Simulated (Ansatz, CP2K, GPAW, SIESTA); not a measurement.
Si: programs and potentials compared

```xyz
1
Lattice="2.6205 0.0000 0.0000 -1.3103 2.2695 0.0000 0.0000 0.0000 2.4664" Properties=species:S:1:pos:R:3 pbc="T T T"
Si    0.0000    0.0000    0.0000
```

This isn't the form of Si at room conditions, which is diamond.

Alike in all runs: task band structure; functional LDA; k mesh 12 × 12 × 11; occupations fermi-dirac, width 0.05 eV; no spin polarisation; no spin-orbit coupling. LDA stands for any of its common fits. Pressure is positive in compression and, in plane waves, holds the error of the finite cutoff.

```csv
program and potentials,plane-wave cutoff (eV),notes,pressure (GPa)
"CP2K, GTH_POTENTIALS Si GTH-PADE-q4; TZVP-MOLOPT-PBE-GTH basis",-,atomic basis,-1.99
"GPAW, the program's PAW data sets (release 1.2.1) made for this functional",600,-,-0.53
"SIESTA, files PseudoDojo sr-lda-0.4.1-standard, DZP (energy shift 0.003 Ry)",-,atomic basis,-0.47
"Ansatz, all-electron LAPW, scalar-relativistic",-,-,-1.02
```

The pressure spans -1.99 (CP2K, GTH_POTENTIALS Si GTH-PADE-q4; TZVP-MOLOPT-PBE-GTH basis) to -0.47 GPa (SIESTA, files PseudoDojo sr-lda-0.4.1-standard, DZP (energy shift 0.003 Ry)), with all-electron results at -1.02. Rows in atomic bases carry the error of their basis and grid, which can be large.

The functional is the same throughout but for its coding, so the spread measures potentials, basis and numerics; runs on potential files found faulty are left out.
